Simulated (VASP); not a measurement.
Set up this calculation in VASP 6.6.1, as an ASE script.

* Task: relaxation of cell and atoms
* Functional: PBEsol
* Potentials or basis: VASP PAW PBE potentials, release 64 (Hf_pv, C_h)
* Cutoff: 980 eV
* Occupations: tetrahedron
* Spin: no spin polarisation
* Hubbard terms: Hf d U = 3 eV, J = 0.5 eV
* LDAUTYPE: 1
* Hund's J: 0.5
* k-point spacing: 0.2
* Optimiser: BFGS
* Further INCAR settings: ALGO = Normal; EDIFF = 1.00e-06

The structure of HfC lies in HfC.cif:

```cif
data_HfC
_cell_length_a 4.65000000
_cell_length_b 4.65000000
_cell_length_c 4.65000000
_cell_angle_alpha 90.00000000
_cell_angle_beta 90.00000000
_cell_angle_gamma 90.00000000
_space_group_name_H-M_alt 'Fm-3m'
_space_group_name_Hall '-F 4 2 3'
_space_group_IT_number 225
loop_
_space_group_symop_operation_xyz
'x,y,z'
'-x,-y,-z'
'-y,x,z'
'y,-x,-z'
'-x,-y,z'
'x,y,-z'
'y,-x,z'
'-y,x,-z'
'x,-y,-z'
'-x,y,z'
'-y,-x,-z'
'y,x,z'
'-x,y,-z'
'x,-y,z'
'y,x,-z'
'-y,-x,z'
'z,x,y'
'-z,-x,-y'
'z,-y,x'
'-z,y,-x'
'z,-x,-y'
'-z,x,y'
'z,y,-x'
'-z,-y,x'
'-z,x,-y'
'z,-x,y'
'-z,-y,-x'
'z,y,x'
'-z,-x,y'
'z,x,-y'
'-z,y,x'
'z,-y,-x'
'y,z,x'
'-y,-z,-x'
'x,z,-y'
'-x,-z,y'
'-y,z,-x'
'y,-z,x'
'-x,z,y'
'x,-z,-y'
'-y,-z,x'
'y,z,-x'
'-x,-z,-y'
'x,z,y'
'y,-z,-x'
'-y,z,x'
'x,-z,y'
'-x,z,-y'
'x,y+1/2,z+1/2'
'-x,-y+1/2,-z+1/2'
'-y,x+1/2,z+1/2'
'y,-x+1/2,-z+1/2'
'-x,-y+1/2,z+1/2'
'x,y+1/2,-z+1/2'
'y,-x+1/2,z+1/2'
'-y,x+1/2,-z+1/2'
'x,-y+1/2,-z+1/2'
'-x,y+1/2,z+1/2'
'-y,-x+1/2,-z+1/2'
'y,x+1/2,z+1/2'
'-x,y+1/2,-z+1/2'
'x,-y+1/2,z+1/2'
'y,x+1/2,-z+1/2'
'-y,-x+1/2,z+1/2'
'z,x+1/2,y+1/2'
'-z,-x+1/2,-y+1/2'
'z,-y+1/2,x+1/2'
'-z,y+1/2,-x+1/2'
'z,-x+1/2,-y+1/2'
'-z,x+1/2,y+1/2'
'z,y+1/2,-x+1/2'
'-z,-y+1/2,x+1/2'
'-z,x+1/2,-y+1/2'
'z,-x+1/2,y+1/2'
'-z,-y+1/2,-x+1/2'
'z,y+1/2,x+1/2'
'-z,-x+1/2,y+1/2'
'z,x+1/2,-y+1/2'
'-z,y+1/2,x+1/2'
'z,-y+1/2,-x+1/2'
'y,z+1/2,x+1/2'
'-y,-z+1/2,-x+1/2'
'x,z+1/2,-y+1/2'
'-x,-z+1/2,y+1/2'
'-y,z+1/2,-x+1/2'
'y,-z+1/2,x+1/2'
'-x,z+1/2,y+1/2'
'x,-z+1/2,-y+1/2'
'-y,-z+1/2,x+1/2'
'y,z+1/2,-x+1/2'
'-x,-z+1/2,-y+1/2'
'x,z+1/2,y+1/2'
'y,-z+1/2,-x+1/2'
'-y,z+1/2,x+1/2'
'x,-z+1/2,y+1/2'
'-x,z+1/2,-y+1/2'
'x+1/2,y,z+1/2'
'-x+1/2,-y,-z+1/2'
'-y+1/2,x,z+1/2'
'y+1/2,-x,-z+1/2'
'-x+1/2,-y,z+1/2'
'x+1/2,y,-z+1/2'
'y+1/2,-x,z+1/2'
'-y+1/2,x,-z+1/2'
'x+1/2,-y,-z+1/2'
'-x+1/2,y,z+1/2'
'-y+1/2,-x,-z+1/2'
'y+1/2,x,z+1/2'
'-x+1/2,y,-z+1/2'
'x+1/2,-y,z+1/2'
'y+1/2,x,-z+1/2'
'-y+1/2,-x,z+1/2'
'z+1/2,x,y+1/2'
'-z+1/2,-x,-y+1/2'
'z+1/2,-y,x+1/2'
'-z+1/2,y,-x+1/2'
'z+1/2,-x,-y+1/2'
'-z+1/2,x,y+1/2'
'z+1/2,y,-x+1/2'
'-z+1/2,-y,x+1/2'
'-z+1/2,x,-y+1/2'
'z+1/2,-x,y+1/2'
'-z+1/2,-y,-x+1/2'
'z+1/2,y,x+1/2'
'-z+1/2,-x,y+1/2'
'z+1/2,x,-y+1/2'
'-z+1/2,y,x+1/2'
'z+1/2,-y,-x+1/2'
'y+1/2,z,x+1/2'
'-y+1/2,-z,-x+1/2'
'x+1/2,z,-y+1/2'
'-x+1/2,-z,y+1/2'
'-y+1/2,z,-x+1/2'
'y+1/2,-z,x+1/2'
'-x+1/2,z,y+1/2'
'x+1/2,-z,-y+1/2'
'-y+1/2,-z,x+1/2'
'y+1/2,z,-x+1/2'
'-x+1/2,-z,-y+1/2'
'x+1/2,z,y+1/2'
'y+1/2,-z,-x+1/2'
'-y+1/2,z,x+1/2'
'x+1/2,-z,y+1/2'
'-x+1/2,z,-y+1/2'
'x+1/2,y+1/2,z'
'-x+1/2,-y+1/2,-z'
'-y+1/2,x+1/2,z'
'y+1/2,-x+1/2,-z'
'-x+1/2,-y+1/2,z'
'x+1/2,y+1/2,-z'
'y+1/2,-x+1/2,z'
'-y+1/2,x+1/2,-z'
'x+1/2,-y+1/2,-z'
'-x+1/2,y+1/2,z'
'-y+1/2,-x+1/2,-z'
'y+1/2,x+1/2,z'
'-x+1/2,y+1/2,-z'
'x+1/2,-y+1/2,z'
'y+1/2,x+1/2,-z'
'-y+1/2,-x+1/2,z'
'z+1/2,x+1/2,y'
'-z+1/2,-x+1/2,-y'
'z+1/2,-y+1/2,x'
'-z+1/2,y+1/2,-x'
'z+1/2,-x+1/2,-y'
'-z+1/2,x+1/2,y'
'z+1/2,y+1/2,-x'
'-z+1/2,-y+1/2,x'
'-z+1/2,x+1/2,-y'
'z+1/2,-x+1/2,y'
'-z+1/2,-y+1/2,-x'
'z+1/2,y+1/2,x'
'-z+1/2,-x+1/2,y'
'z+1/2,x+1/2,-y'
'-z+1/2,y+1/2,x'
'z+1/2,-y+1/2,-x'
'y+1/2,z+1/2,x'
'-y+1/2,-z+1/2,-x'
'x+1/2,z+1/2,-y'
'-x+1/2,-z+1/2,y'
'-y+1/2,z+1/2,-x'
'y+1/2,-z+1/2,x'
'-x+1/2,z+1/2,y'
'x+1/2,-z+1/2,-y'
'-y+1/2,-z+1/2,x'
'y+1/2,z+1/2,-x'
'-x+1/2,-z+1/2,-y'
'x+1/2,z+1/2,y'
'y+1/2,-z+1/2,-x'
'-y+1/2,z+1/2,x'
'x+1/2,-z+1/2,y'
'-x+1/2,z+1/2,-y'
loop_
_atom_site_label
_atom_site_type_symbol
_atom_site_symmetry_multiplicity
_atom_site_Wyckoff_symbol
_atom_site_fract_x
_atom_site_fract_y
_atom_site_fract_z
_atom_site_occupancy
Hf1 Hf 4 b 0.5000000000 0.0000000000 0.0000000000 1
C1 C 4 a 0.0000000000 0.0000000000 0.0000000000 1
```

The input as run:

run.py

```python
from ase.calculators.vasp import Vasp
from ase.filters import FrechetCellFilter
from ase.io import read
from ase.optimize import BFGS

atoms = read('HfC.cif', primitive_cell=True, subtrans_included=False)
calc = Vasp(
    directory='calc',
    xc='pbesol',
    pp='PBE',
    setups={'base': 'minimal', 'Hf': '_pv', 'C': '_h'},
    prec='Accurate',
    encut=980,
    ediff=1e-06,
    ismear=-5,
    sigma=0.05,
    lreal=False,
    lasph=True,
    nelm=100,
    algo='Normal',
    isif=2,
    lwave=False,
    lcharg=False,
    lmaxmix=4,
    ldautype=1,
    ldauprint=1,
    kspacing=0.2,
    ldau_luj={'Hf': {'L': 2, 'U': 3, 'J': 0.5}},
)
atoms.calc = calc
opt = BFGS(FrechetCellFilter(atoms), trajectory='relax.traj')
converged = opt.run(fmax=0.01, steps=40)
print('converged:', converged)

print('energy (eV):', atoms.get_potential_energy())
print('free energy (eV):', atoms.get_potential_energy(force_consistent=True))
print('forces (eV/A):')
print(atoms.get_forces())
print('stress (eV/A^3, Voigt):', atoms.get_stress())
print('Fermi level (eV):', calc.get_fermi_level())
print('cell (A, degrees):', atoms.cell.cellpar())
print('volume (A^3):', atoms.get_volume())
print('scaled positions:')
print(atoms.get_scaled_positions())
```

Potentials or basis: VASP PAW PBE potentials, release 64 (Hf_pv, C_h).

Run with:

```console
$ python run.py
```

Results of the run:

```json
{
  "Relaxed volume": "12.67 Å³/atom",
  "Relaxed cell": "a = 3.297 Å, b = 3.297 Å, c = 3.297 Å, α = 60.00°, β = 60.00°, γ = 60.00°",
  "Space group after relaxing (to 0.05 Å)": "Fm-3m (No. 225)",
  "Energy gained by relaxing": "0.6 meV/atom",
  "Ionic steps": "4",
  "Pressure after relaxing": "-0.1 GPa",
  "Band gap on the k mesh": "none (metal or under the smearing width)"
}
```

Caveat: the PAW data sets were made with another functional, which shifts forces and pressure a little; U without spin polarisation on a metal has little footing; the U is typed as a test and isn't derived for this compound; tetrahedron occupations give inexact forces and stress in metals.

It took 2.9 min on 1 thread of Intel(R) Xeon(R) Platinum 8559C (Emerald Rapids), with other jobs on the host, peak memory 0.25 GiB.
